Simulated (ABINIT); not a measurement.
# SiC (Moissanite) (P6_3mc) in ABINIT: a series of runs

Aim: see how the results for SiC (Moissanite) move with the level of theory and the settings. Levels: LDA, LDA-VWN. Tasks: band structure.

Program: ABINIT 10.8.3 (patched build). These are calculated values, not measurements. Logs are shortened: lines on timing, memory, paths and dates and some standing lists are left out, and cuts for length are marked. The log counts tension as positive stress, the text compression.

## (1) The crystal as given

Symmetry: P6_3mc, No. 186, hexagonal system. The conventional cell has a = 3.076 Å, b = 3.076 Å, c = 5.048 Å, α = 90.00°, β = 90.00°, γ = 120.00°. Si (site symmetry 3m) is surrounded by 4 C at 1.87 to 1.94 Å. C (site symmetry 3m) has 4 Si at 1.87 to 1.94 Å as nearest neighbours.

## (2) Band structure, LDA

The input, run.abi:

```
# Datasets: ground state, then fixed potential
ndtset 2

# Pseudopotentials
pp_dirpath "./"
pseudos "Si.hgh, C.hgh"

# Structure
acell 3.076 3.076 5.048 Angstrom
rprim
     1.0000000000     0.0000000000     0.0000000000
    -0.5000000000     0.8660254038     0.0000000000
     0.0000000000     0.0000000000     1.0000000000
ntypat 2
znucl 14 6
natom 4
typat 1 1 2 2
xred
     0.6666666667     0.3333333333     0.5000000000
     0.3333333333     0.6666666667     0.0000000000
     0.6666666667     0.3333333333     0.8850000000
     0.3333333333     0.6666666667     0.3850000000

# Plane-wave basis
ecut 1088.455450 eV

# Exchange and correlation
ixc 7

# Bands and occupations
occopt 3
tsmear 0.05 eV

# SCF cycle
nstep 100

# Output
iomode 3
prtwf 0
prteig 0
prtebands 0
prtden1 1

# Dataset 1
kptopt1 1
ngkpt1 10 10 5
nshiftk1 1
shiftk1 0.0 0.0 0.0
nband1 12
tolvrs1 1.0e-10

# Dataset 2: bands along G-M-K-G-A-L-H-A
iscf2 -2
getden2 1
nband2 16
nbdbuf2 2
tolwfr2 1.0e-12
kptopt2 -7
ndivsm2 6
prteig2 1
kptbounds2
     0.0000000000     0.0000000000     0.0000000000
     0.5000000000     0.0000000000     0.0000000000
     0.3333333333     0.3333333333     0.0000000000
     0.0000000000     0.0000000000     0.0000000000
     0.0000000000     0.0000000000     0.5000000000
     0.5000000000     0.0000000000     0.5000000000
     0.3333333333     0.3333333333     0.5000000000
     0.0000000000     0.0000000000     0.5000000000
```

Potentials or basis: HGH LDA.

Launch:

```bash
> abinit run.abi > log 2>&1
```

run.abo:

```text
.Version 10.8.3 of ABINIT
 DATASET    1 : space group P6_3 m c (#186); Bravais hP (primitive hexag.)
================================================================================
 Values of the parameters that define the memory need for DATASET  1.
     intxc =       0    ionmov =       0      iscf =       7    lmnmax =       3
     lnmax =       3     mgfft =      60  mpssoang =       2    mqgrid =    3001
     natom =       4  nloc_mem =       1    nspden =       1   nspinor =       1
    nsppol =       1      nsym =      12    n1xccc =       0    ntypat =       2
    occopt =       3   xclevel =       1
       mpw =        3393          nfft =       77760          nkpt =          42
================================================================================
================================================================================

 DATASET    2 : space group P6_3 m c (#186); Bravais hP (primitive hexag.)
================================================================================
 Values of the parameters that define the memory need for DATASET  2.
     intxc =       0    ionmov =       0      iscf =      -2    lmnmax =       3
     lnmax =       3     mgfft =      60  mpssoang =       2    mqgrid =    3001
     natom =       4  nloc_mem =       1    nspden =       1   nspinor =       1
    nsppol =       1      nsym =      12    n1xccc =       0    ntypat =       2
    occopt =       3   xclevel =       1
       mpw =        3394          nfft =       77760          nkpt =          69
================================================================================
================================================================================

--------------------------------------------------------------------------------
------------- Echo of variables that govern the present computation ------------
--------------------------------------------------------------------------------
 -outvars: echo values of preprocessed input variables --------
            acell      5.8127975633E+00  5.8127975633E+00  9.5393374836E+00 Bohr
              amu      2.80855000E+01  1.20110000E+01
             ecut      4.00000000E+01 Hartree
           getden1          0
           getden2          1
             iscf1          7
             iscf2         -2
                       outvar_i_n : Printing only first  50 k-points.
              ixc           7
           jdtset        1    2
                       outvar_i_n : Printing only first  50 k-points.
           kptopt1          1
           kptopt2         -7
[... 726 lines left out ...]
       0.333333333333      0.666666666667      0.385000000000

 cartesian coordinates (angstrom) at end:
    1      1.53800000000000     0.88796471402960     2.52400000000000
    2     -0.00000000000000     1.77592942805920     0.00000000000000
    3      1.53800000000000     0.88796471402960     4.46748000000000
    4     -0.00000000000000     1.77592942805920     1.94348000000000
 length scales=  5.812797563292  5.812797563292  9.539337483582 bohr
              =  3.076000000000  3.076000000000  5.048000000000 angstroms
 Eigenvalues (hartree) for nkpt=  69  k points:
 kpt#   1, nband= 16, wtk=  1.00000, kpt=  0.0000  0.0000  0.0000 (reduced coord)
  -0.18734   -0.05681    0.06756    0.33043    0.33043    0.37764    0.37764    0.38787
   0.55545    0.60922    0.62274    0.62274    0.66158    0.70366    0.70366    0.80098
 kpt#   2, nband= 16, wtk=  1.00000, kpt=  0.0455  0.0000  0.0000 (reduced coord)
  -0.18602   -0.05566    0.06879    0.32246    0.32801    0.37257    0.37687    0.38695
   0.56103    0.60901    0.62157    0.62581    0.66448    0.70042    0.70722    0.78671
 kpt#   3, nband= 16, wtk=  1.00000, kpt=  0.0909  0.0000  0.0000 (reduced coord)
  -0.18205   -0.05222    0.07248    0.30146    0.32144    0.35843    0.37446    0.38415
   0.57099    0.60775    0.62366    0.63450    0.66798    0.69575    0.71717    0.76011
 kpt#   4, nband= 16, wtk=  1.00000, kpt=  0.1364  0.0000  0.0000 (reduced coord)
  -0.17547   -0.04660    0.07853    0.27267    0.31224    0.33750    0.37024    0.37910
   0.56698    0.61780    0.63159    0.64689    0.65615    0.70472    0.73124    0.73761
 kpt#   5, nband= 16, wtk=  1.00000, kpt=  0.1818  0.0000  0.0000 (reduced coord)
  -0.16633   -0.03893    0.08676    0.24033    0.30185    0.31230    0.36457    0.37133
   0.55194    0.62545    0.63759    0.65019    0.65916    0.71636    0.72664    0.74608
 kpt#   6, nband= 16, wtk=  1.00000, kpt=  0.2273  0.0000  0.0000 (reduced coord)
  -0.15471   -0.02949    0.09675    0.20739    0.28481    0.29142    0.35805    0.36038
[... 176 lines left out ...]
  -0.12398   -0.12398    0.22588    0.22588    0.29120    0.29120    0.32336    0.32336
   0.58762    0.58762    0.64039    0.64039    0.69735    0.69735    0.73416    0.73416
 kpt#  66, nband= 16, wtk=  1.00000, kpt=  0.0769  0.0769  0.5000 (reduced coord)
  -0.13246   -0.13246    0.22773    0.22773    0.31039    0.31039    0.33597    0.33597
   0.59755    0.59755    0.63380    0.63380    0.68293    0.68293    0.72914    0.72914
 kpt#  67, nband= 16, wtk=  1.00000, kpt=  0.0513  0.0513  0.5000 (reduced coord)
  -0.13857   -0.13857    0.22668    0.22668    0.33070    0.33070    0.34503    0.34503
   0.60239    0.60239    0.63368    0.63368    0.66365    0.66365    0.72677    0.72677
 kpt#  68, nband= 16, wtk=  1.00000, kpt=  0.0256  0.0256  0.5000 (reduced coord)
  -0.14225   -0.14225    0.22540    0.22540    0.34626    0.34626    0.35040    0.35040
   0.59800    0.59800    0.64228    0.64228    0.65146    0.65146    0.72082    0.72082
 kpt#  69, nband= 16, wtk=  1.00000, kpt=  0.0000  0.0000  0.5000 (reduced coord)
  -0.14348   -0.14348    0.22490    0.22490    0.35218    0.35218    0.35218    0.35218
   0.59465    0.59465    0.64767    0.64767    0.64767    0.64767    0.71698    0.71698

== END DATASET(S) ==============================================================
================================================================================

 -outvars: echo values of variables after computation  --------
            acell      5.8127975633E+00  5.8127975633E+00  9.5393374836E+00 Bohr
           etotal1    -1.9399197892E+01
            fcart1    -0.0000000000E+00 -0.0000000000E+00  1.3758481046E-02
                      -0.0000000000E+00 -0.0000000000E+00  1.3758481046E-02
                       3.7058166142E-28  2.1395542198E-28 -1.3758481046E-02
                      -3.7058166142E-28 -2.1395542198E-28 -1.3758481046E-02
            rprim      1.0000000000E+00  0.0000000000E+00  0.0000000000E+00
                      -5.0000000000E-01  8.6602540380E-01  0.0000000000E+00
                       0.0000000000E+00  0.0000000000E+00  1.0000000000E+00
           strten1     2.7184832015E-04  2.7184832021E-04  3.9475195212E-04
                       0.0000000000E+00  0.0000000000E+00  0.0000000000E+00
           xangst      1.5380000000E+00  8.8796471403E-01  2.5240000000E+00
                      -2.8748683756E-17  1.7759294281E+00  0.0000000000E+00
                       1.5380000000E+00  8.8796471403E-01  4.4674800000E+00
                      -2.8748683756E-17  1.7759294281E+00  1.9434800000E+00
             xred      6.6666666667E-01  3.3333333333E-01  5.0000000000E-01
                       3.3333333333E-01  6.6666666667E-01  0.0000000000E+00
                       6.6666666667E-01  3.3333333333E-01  8.8500000000E-01
                       3.3333333333E-01  6.6666666667E-01  3.8500000000E-01
 Calculation completed.
```

Run time: 92 s. Hardware: 1 thread of Arm Neoverse V1, shared host; peak memory 0.12 GiB.

Results:

* Free energy: -527.8791 eV
* Largest force: 0.707 eV/Å
* Band gap on the k mesh: 2.39 eV, indirect (least direct gap 3.99 eV)
* Valence electrons inside the program's atomic spheres: Si 1.96; C 4.24

Forces on the atoms (eV/Å):
```
Si   0.000  0.000  0.707
Si   0.000  0.000  0.707
C    0.000  0.000 -0.707
C    0.000  0.000 -0.707
```

Levels at the corners of the path, in eV from the valence-band top:
```csv
point,band 4,band 5,band 6,band 7,band 8,band 9,band 10,band 11,band 12,band 13
Γ,-1.56,-1.56,-0.28,-0.28,0.00,4.56,6.02,6.39,6.39,7.45
M,-6.54,-5.44,-3.55,-3.28,-1.50,2.50,4.14,6.64,7.13,9.55
K,-6.49,-6.49,-4.13,-4.05,-4.05,2.23,7.85,8.55,8.55,9.22
Γ,-1.56,-1.56,-0.28,-0.28,0.00,4.56,6.02,6.39,6.39,7.45
A,-4.43,-0.97,-0.97,-0.97,-0.97,5.63,5.63,7.07,7.07,7.07
L,-8.48,-2.70,-2.70,-2.34,-2.34,3.11,3.11,4.88,4.88,10.27
H,-7.96,-5.89,-5.89,-1.76,-1.76,4.76,4.76,5.87,5.87,10.06
A,-4.43,-0.97,-0.97,-0.97,-0.97,5.63,5.63,7.07,7.07,7.07
```

Caveat: the cutoff is too short for stress, so the log's stress isn't used; an odd mesh through Γ misses points on the zone boundary, where band edges often lie; HGH potentials are hard and often keep d shells in the core, so these values are rough.

## (3) Band structure, LDA-VWN

Edit run.abi of step 2 so:

```diff
@@ -1,9 +1,6 @@
-# Datasets: ground state, then fixed potential
 ndtset 2
 
-# Pseudopotentials
 pp_dirpath "./"
-pseudos "Si.hgh, C.hgh"
+pseudos "Si.upf, C.upf"
 
-# Structure
 acell 3.076 3.076 5.048 Angstrom
@@ -23,16 +20,11 @@
 
-# Plane-wave basis
-ecut 1088.455450 eV
+ecut 41.0
 
-# Exchange and correlation
-ixc 7
+ixc -1007
 
-# Bands and occupations
 occopt 3
-tsmear 0.05 eV
+tsmear 0.00183747
 
-# SCF cycle
 nstep 100
 
-# Output
 iomode 3
@@ -41,5 +33,5 @@
 prtebands 0
+enunit 1
 prtden1 1
 
-# Dataset 1
 kptopt1 1
@@ -51,3 +43,2 @@
 
-# Dataset 2: bands along G-M-K-G-A-L-H-A
 iscf2 -2
@@ -58,3 +49,3 @@
 kptopt2 -7
-ndivsm2 6
+ndivsm2 5
 prteig2 1
```

Potentials or basis: PseudoDojo NC SR LDA v0.4.1 standard.

Launch:

```bash
> abinit run.abi > log 2>&1
```

Run time: 1.8 min. Hardware: 1 thread of Arm Neoverse V1, shared host; peak memory 0.11 GiB.

It converged, with:

```yaml
Free_energy: -561.4863 eV
Pressure: -4.6 GPa
Largest_force: 0.730 eV/Å
Band_gap_on_the_k_mesh: 2.39 eV, indirect (least direct gap 4.00 eV)
Band_gap_along_the_path: 2.23 eV, indirect (least direct gap 4.00 eV)
Valence_electrons_inside_the_program's_atomic_spheres: Si 1.96; C 4.23
```

Forces in eV/Å, atoms in the order of the input:
```
Si   0.000  0.000  0.730
Si   0.000  0.000  0.730
C    0.000  0.000 -0.730
C    0.000  0.000 -0.730
```

Stress tensor (GPa, compression positive):
```
-3.27  0.00  0.00
 0.00 -3.27  0.00
 0.00  0.00 -7.39
```

Levels at the corners of the path, in eV from the valence-band top:
```
point  band 4  band 5  band 6  band 7  band 8  band 9  band 10  band 11  band 12  band 13
    Γ   -1.56   -1.56   -0.27   -0.27    0.00    4.59     6.04     6.41     6.41     7.47
    M   -6.54   -5.44   -3.55   -3.28   -1.49    2.51     4.14     6.68     7.14     9.58
    K   -6.48   -6.48   -4.13   -4.05   -4.05    2.23     7.86     8.56     8.56     9.27
    Γ   -1.56   -1.56   -0.27   -0.27    0.00    4.59     6.04     6.41     6.41     7.47
    A   -4.44   -0.97   -0.97   -0.97   -0.97    5.65     5.65     7.09     7.09     7.09
    L   -8.47   -2.69   -2.69   -2.34   -2.34    3.12     3.12     4.91     4.91    10.28
    H   -7.95   -5.89   -5.89   -1.76   -1.76    4.77     4.77     5.87     5.87    10.10
    A   -4.44   -0.97   -0.97   -0.97   -0.97    5.65     5.65     7.09     7.09     7.09
```

Caveat: the mesh misses the band edges, which the band path finds closer together.
